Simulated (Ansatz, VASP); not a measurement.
**Two plane-wave programs on HfN**

```xyz
2
Lattice="0.0000 2.4104 2.4104 2.4104 0.0000 2.4104 2.4104 2.4104 0.0000" Properties=species:S:1:pos:R:3 pbc="T T T"
Hf    0.0000    0.0000    0.0000
N     3.6156    3.6156    3.6156
```

The cell comes from a database or a generator and needn't be the stable form of this composition.

Alike in both runs: task single point; functional LDA; k mesh 10 × 10 × 10; no spin polarisation.

|  | VASP | Ansatz |
| --- | --- | --- |
| version | VASP 6.6.1 | Ansatz 0.2.0 |
| potentials or method | VASP PAW LDA potentials, release 64 (Hf_pv, N) | plane waves, PAW |
| plane-wave cutoff (eV) | 520 | 500 |
| occupations | methfessel-paxton of order 1, width 0.1 eV | methfessel-paxton of order 1 |
| valence electrons in the cell | 15 | 31 |

Ansatz gave:

```
pressure (GPa) : 1.0
```

Task: Which values does VASP return?

Result: Pressure (GPa): 0.8.

The two sets of potentials don't hold the same shells in valence.

Spin-orbit coupling is left out, which matters for the levels of Hf.
